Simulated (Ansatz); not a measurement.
Seebeck coefficient (μV/K, mean over directions) of n-type ZnTe (F-43m) against carrier density, Ansatz (a program for electronic structure) with PBEsol with spin-orbit coupling, rigid bands. Computed gap 0.95 eV; densities at which minority carriers matter at this gap, or further valleys turn the trend, are left out. Conductivity mass 0.086 mₑ (harmonic mean over directions), N_c = 6.0e17 cm⁻³ at 300 K.

```
electron density  300 K  500 K
----------------  -----  -----
1e16 cm⁻³           [?]   -634
1e17 cm⁻³           [?]    [?]
1e18 cm⁻³          -180   -245
3e18 cm⁻³          -109   -163
1e19 cm⁻³           -57    -94
3e19 cm⁻³           -33    -62
```

### Question
What belongs in the gaps?

### Answer

- 1e16 cm⁻³, 300 K: -563
- 1e17 cm⁻³, 300 K: -366
- 1e17 cm⁻³, 500 K: -436

Rigid bands with a gap fixed in temperature, one relaxation time for all states, no polarons or phonon drag, and whether or not such doping can be reached.
